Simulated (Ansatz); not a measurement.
## BaTe: eigenvalues along the path

```
Ba Te
1.0
     4.24236    0.00000    0.00000
     0.00000    4.24236    0.00000
     0.00000    0.00000    4.24236
Ba Te
1 1
Direct
  0.00000 0.00000 0.00000
  0.50000 0.50000 0.50000
```

Atom numbers follow the list: Ba1, Te2.

The structure comes from a relaxation in the same program, started in the CsCl type, and has space group Pm-3m. Whether it is a known phase or the ground state wasn't checked.

No spin–orbit coupling, which matters for the heavy atoms here.

Method: DFT, PBE, all-electron LAPW, scalar-relativistic in Ansatz 0.2.0.

Numerical set-up: a Γ-centred 9×9×9 k mesh, Fermi–Dirac smearing of 0.05 eV, basis error target 1 meV/atom, no spin polarisation.

Path points, in fractions of the reciprocal vectors: Γ (0.000, 0.000, 0.000), X (0.000, 0.500, 0.000), M (0.500, 0.500, 0.000), R (0.500, 0.500, 0.500). Levels in eV from the valence-band top; bands 19 to 28, counted from the lowest band of the run. The gap is 0.86 eV, indirect from M (0.5, 0.5, 0) to Γ.

```
# k(1/Å) point b19 b20 b21 b22 b23 b24 b25 b26 b27 b28
0.000 Γ -13.01 -13.01 -13.01 -10.35 -0.34 -0.34 -0.34 0.86 0.86 2.53
0.053 - -13.02 -13.01 -13.01 -10.34 -0.44 -0.35 -0.35 0.86 0.92 2.59
0.106 - -13.04 -13.01 -13.01 -10.31 -0.67 -0.37 -0.37 0.88 1.08 2.76
0.159 - -13.08 -13.00 -13.00 -10.26 -0.97 -0.40 -0.40 0.92 1.28 3.01
0.212 - -13.14 -13.00 -13.00 -10.20 -1.29 -0.43 -0.43 0.97 1.52 3.32
0.264 - -13.20 -12.99 -12.99 -10.13 -1.62 -0.48 -0.48 1.03 1.78 3.65
0.317 - -13.26 -12.99 -12.99 -10.04 -1.93 -0.53 -0.53 1.10 2.08 3.98
0.370 - -13.32 -12.98 -12.98 -9.96 -2.23 -0.58 -0.58 1.19 2.41 4.31
0.423 - -13.39 -12.98 -12.98 -9.87 -2.51 -0.63 -0.63 1.27 2.77 4.60
0.476 - -13.45 -12.97 -12.97 -9.79 -2.75 -0.68 -0.68 1.37 3.16 4.87
0.529 - -13.50 -12.97 -12.97 -9.72 -2.96 -0.73 -0.73 1.46 3.56 4.80
0.582 - -13.54 -12.96 -12.96 -9.66 -3.12 -0.76 -0.76 1.54 3.97 4.61
0.635 - -13.57 -12.96 -12.96 -9.61 -3.25 -0.79 -0.79 1.61 4.38 4.47
0.688 - -13.59 -12.96 -12.96 -9.58 -3.32 -0.81 -0.81 1.65 4.38 4.74
0.741 X -13.59 -12.95 -12.95 -9.57 -3.35 -0.81 -0.81 1.67 4.35 5.01
0.793 - -13.59 -12.96 -12.95 -9.58 -3.33 -0.84 -0.81 1.68 4.39 4.92
0.846 - -13.58 -12.98 -12.95 -9.58 -3.29 -0.90 -0.78 1.71 4.45 4.77
0.899 - -13.57 -13.00 -12.95 -9.59 -3.23 -1.00 -0.75 1.76 4.35 4.59
0.952 - -13.55 -13.04 -12.95 -9.61 -3.13 -1.12 -0.70 1.81 4.12 4.35
1.005 - -13.53 -13.08 -12.94 -9.63 -3.02 -1.25 -0.63 1.85 3.87 4.12
1.058 - -13.51 -13.12 -12.94 -9.65 -2.90 -1.39 -0.56 1.86 3.63 3.90
1.111 - -13.49 -13.17 -12.94 -9.67 -2.76 -1.52 -0.48 1.82 3.41 3.70
1.164 - -13.46 -13.22 -12.93 -9.70 -2.61 -1.64 -0.39 1.73 3.21 3.52
1.217 - -13.44 -13.26 -12.93 -9.72 -2.46 -1.75 -0.30 1.59 3.04 3.37
1.269 - -13.42 -13.30 -12.92 -9.74 -2.32 -1.84 -0.21 1.45 2.89 3.24
1.322 - -13.40 -13.33 -12.92 -9.76 -2.19 -1.91 -0.12 1.30 2.78 3.14
1.375 - -13.39 -13.35 -12.92 -9.77 -2.09 -1.96 -0.06 1.18 2.69 3.07
1.428 - -13.38 -13.37 -12.92 -9.78 -2.02 -1.99 -0.02 1.10 2.64 3.02
1.481 M -13.37 -13.37 -12.92 -9.79 -2.00 -2.00 0.00 1.07 2.63 3.01
1.556 - -13.37 -13.37 -12.92 -9.78 -2.04 -1.99 -0.03 1.13 2.66 3.02
1.631 - -13.38 -13.36 -12.92 -9.76 -2.13 -1.96 -0.11 1.28 2.76 3.07
1.705 - -13.37 -13.34 -12.93 -9.75 -2.23 -1.91 -0.21 1.47 2.89 3.14
1.780 - -13.37 -13.31 -12.93 -9.73 -2.32 -1.84 -0.32 1.67 3.02 3.23
1.855 - -13.36 -13.27 -12.94 -9.73 -2.36 -1.75 -0.41 1.83 3.08 3.35
1.930 - -13.33 -13.24 -12.95 -9.76 -2.34 -1.64 -0.48 1.91 3.09 3.49
2.005 - -13.30 -13.20 -12.96 -9.81 -2.23 -1.50 -0.52 1.86 3.14 3.29
2.079 - -13.26 -13.15 -12.97 -9.88 -2.05 -1.35 -0.53 1.71 2.83 3.25
2.154 - -13.21 -13.12 -12.98 -9.98 -1.79 -1.18 -0.51 1.52 2.38 3.35
2.229 - -13.15 -13.08 -12.99 -10.08 -1.47 -0.99 -0.48 1.32 1.95 3.37
2.304 - -13.10 -13.05 -13.00 -10.19 -1.12 -0.79 -0.43 1.15 1.56 3.22
2.379 - -13.05 -13.03 -13.00 -10.27 -0.76 -0.59 -0.39 1.00 1.22 2.92
2.454 - -13.02 -13.01 -13.01 -10.33 -0.47 -0.42 -0.36 0.90 0.96 2.64
2.528 Γ -13.01 -13.01 -13.01 -10.35 -0.34 -0.34 -0.34 0.86 0.86 2.53
2.620 - -13.02 -13.01 -13.01 -10.32 -0.49 -0.42 -0.42 0.96 0.96 2.69
2.712 - -13.06 -13.02 -13.02 -10.24 -0.82 -0.61 -0.61 1.23 1.23 3.07
2.803 - -13.11 -13.04 -13.04 -10.12 -1.18 -0.83 -0.83 1.57 1.57 3.45
2.895 - -13.16 -13.07 -13.07 -9.99 -1.47 -1.06 -1.06 1.92 1.92 3.76
2.986 - -13.21 -13.10 -13.10 -9.88 -1.65 -1.30 -1.30 2.25 2.25 4.00
3.078 - -13.24 -13.13 -13.13 -9.79 -1.72 -1.54 -1.54 2.53 2.53 3.98
3.170 - -13.26 -13.16 -13.16 -9.72 -1.79 -1.79 -1.72 2.77 2.77 3.51
3.261 - -13.27 -13.19 -13.19 -9.67 -2.03 -2.03 -1.71 3.01 3.01 3.04
3.353 - -13.28 -13.22 -13.22 -9.62 -2.26 -2.26 -1.80 2.83 3.28 3.28
3.444 - -13.28 -13.24 -13.24 -9.58 -2.47 -2.47 -2.02 2.96 3.59 3.59
3.536 - -13.28 -13.26 -13.26 -9.52 -2.64 -2.64 -2.31 3.37 3.95 3.95
3.628 - -13.28 -13.28 -13.28 -9.46 -2.77 -2.77 -2.60 3.95 4.32 4.32
3.719 - -13.29 -13.28 -13.28 -9.42 -2.85 -2.85 -2.80 4.52 4.65 4.65
3.811 R -13.29 -13.29 -13.29 -9.40 -2.87 -2.87 -2.87 4.80 4.80 4.80
3.886 - -13.29 -13.28 -13.28 -9.42 -2.85 -2.85 -2.82 4.60 4.68 4.72
3.961 - -13.30 -13.28 -13.27 -9.45 -2.80 -2.80 -2.68 4.15 4.40 4.51
4.035 - -13.31 -13.26 -13.25 -9.49 -2.72 -2.72 -2.46 3.66 4.06 4.22
4.110 - -13.33 -13.24 -13.23 -9.54 -2.64 -2.60 -2.17 3.20 3.71 3.89
4.185 - -13.35 -13.22 -13.20 -9.58 -2.57 -2.45 -1.83 2.85 3.36 3.58
4.260 - -13.38 -13.19 -13.16 -9.62 -2.54 -2.27 -1.49 2.64 3.03 3.32
4.335 - -13.41 -13.15 -13.13 -9.64 -2.57 -2.07 -1.17 2.59 2.73 3.16
4.409 - -13.45 -13.12 -13.09 -9.65 -2.67 -1.84 -0.92 2.46 2.71 3.13
4.484 - -13.48 -13.08 -13.05 -9.64 -2.81 -1.61 -0.77 2.23 2.99 3.26
4.559 - -13.52 -13.04 -13.02 -9.63 -2.96 -1.38 -0.72 2.03 3.39 3.56
4.634 - -13.55 -13.00 -12.99 -9.61 -3.12 -1.16 -0.73 1.87 3.87 3.96
4.709 - -13.57 -12.98 -12.97 -9.59 -3.24 -0.98 -0.77 1.76 4.39 4.42
4.783 - -13.59 -12.96 -12.96 -9.58 -3.32 -0.86 -0.80 1.69 4.42 4.83
4.858 X -13.59 -12.95 -12.95 -9.57 -3.35 -0.81 -0.81 1.67 4.35 5.01
5.905 R -13.29 -13.29 -13.29 -9.40 -2.87 -2.87 -2.87 4.80 4.80 4.80
5.958 - -13.29 -13.29 -13.28 -9.41 -2.86 -2.86 -2.85 4.67 4.76 4.76
6.011 - -13.29 -13.29 -13.27 -9.43 -2.84 -2.84 -2.78 4.36 4.65 4.65
6.064 - -13.30 -13.30 -13.25 -9.45 -2.79 -2.79 -2.66 3.97 4.50 4.50
6.117 - -13.30 -13.30 -13.22 -9.48 -2.73 -2.73 -2.50 3.55 4.32 4.32
6.170 - -13.31 -13.31 -13.19 -9.52 -2.65 -2.65 -2.30 3.14 4.13 4.13
6.223 - -13.32 -13.32 -13.15 -9.56 -2.57 -2.57 -2.07 2.75 3.94 3.94
6.276 - -13.33 -13.33 -13.11 -9.61 -2.47 -2.47 -1.80 2.38 3.76 3.76
6.329 - -13.34 -13.34 -13.07 -9.65 -2.38 -2.38 -1.51 2.05 3.58 3.58
6.382 - -13.35 -13.35 -13.03 -9.69 -2.28 -2.28 -1.20 1.76 3.42 3.42
6.434 - -13.36 -13.36 -12.99 -9.72 -2.19 -2.19 -0.88 1.52 3.28 3.28
6.487 - -13.36 -13.36 -12.96 -9.75 -2.11 -2.11 -0.56 1.33 3.17 3.17
6.540 - -13.37 -13.37 -12.94 -9.77 -2.05 -2.05 -0.28 1.19 2.96 3.08
6.593 - -13.37 -13.37 -12.92 -9.78 -2.01 -2.01 -0.08 1.10 2.72 3.03
6.646 M -13.37 -13.37 -12.92 -9.79 -2.00 -2.00 0.00 1.07 2.63 3.01
```
